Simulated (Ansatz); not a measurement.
CsI (CsCl type, Pm-3m), plane-wave PAW PBE (Ansatz code): ε∞ = 3.20, cell volume 101.61 Å³. Infrared-active transverse modes:

```
ω_TO (cm⁻¹)  oscillator strength S_xx (e²/amu)
-----------  ---------------------------------
46.6                                   0.02707
```

**Question.** Compute the static dielectric constant.

**Answer.** Each mode adds (4.921e7/V) S/ω²: 6.04. So ε0 = 9.24.

**Question.** What LO frequency does the Lyddane–Sachs–Teller relation give?

**Answer.** ω_LO = ω_TO √(ε0/ε∞) = 79 cm⁻¹.

The PBE relaxation kept the symmetry of its start; phonons on a q-mesh show no instability. Scalar-relativistic: spin–orbit coupling is off unless named, which matters more the heavier the elements.

Potentials: the later of the program's two PAW sets.
